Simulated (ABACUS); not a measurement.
# SnSe under changes of volume

One of the cells (50.458 Å³/atom); the others are scaled copies at fixed shape and fractional positions:

```xyz
4
Lattice="4.2853 0.0000 0.0000 0.0000 4.2853 0.0000 0.0000 0.0000 10.9907" Properties=species:S:1:pos:R:3 pbc="T T T"
Sn    0.0000    2.1427    6.8996
Sn    2.1427    0.0000    4.0911
Se    0.0000    2.1427    4.2200
Se    2.1427    0.0000    6.7707
```

```yaml
Program: ABACUS 3.10.1
Functional: PBEsol
Potentials_or_basis: PseudoDojo NC SR 0.4.1 PBEsol standard
Cutoff: 1184 eV
Density_cutoff: 4735 eV
Basis: plane waves
k_mesh: 6 × 6 × 3
Occupations: fermi-dirac, width 0.05 eV
Spin: no spin polarisation
```

| volume (Å³/atom) | energy over the lowest point (meV/atom) | gap on the mesh (eV) | largest force (eV/Å) |
| --- | --- | --- | --- |
| 47.431 | 6.67 | 1.40 | 0.483 |
| 48.440 | 1.32 | 1.43 | 0.347 |
| 49.449 | 0.00 | 1.45 | 0.221 |
| 50.458 | 2.30 | 1.47 | 0.106 |
| 51.468 | ? | ? | ? |
| 52.477 | 16.28 | 1.51 | 0.333 |
| 53.486 | 27.33 | 1.52 | 0.446 |

What does the run at 51.468 Å³/atom give?

Energy over the lowest point 7.84 meV/atom; gap on the mesh 1.49 eV; largest force 0.211 eV/Å.

Worked out: A Birch-Murnaghan fit of order 3 (a polynomial in V^(-2/3)) to the other rows has its minimum at 49.30 Å³/atom with B0 = V·E''(V) = 28 GPa and B' = 4.3 at fixed shape and positions, which overstates the stiffness. It gives 7.84 meV/atom at 51.468 Å³/atom, against the run's 7.84. A straight line through the other rows of the gap, of slope 0.995 eV per unit of ln V (its deformation potential), gives 1.49 eV, against the run's 1.49.

Energies are extrapolated to zero smearing.

Caveats: spin-orbit coupling is left out, which moves the levels of the heavy elements.

A mesh can miss the band edges.
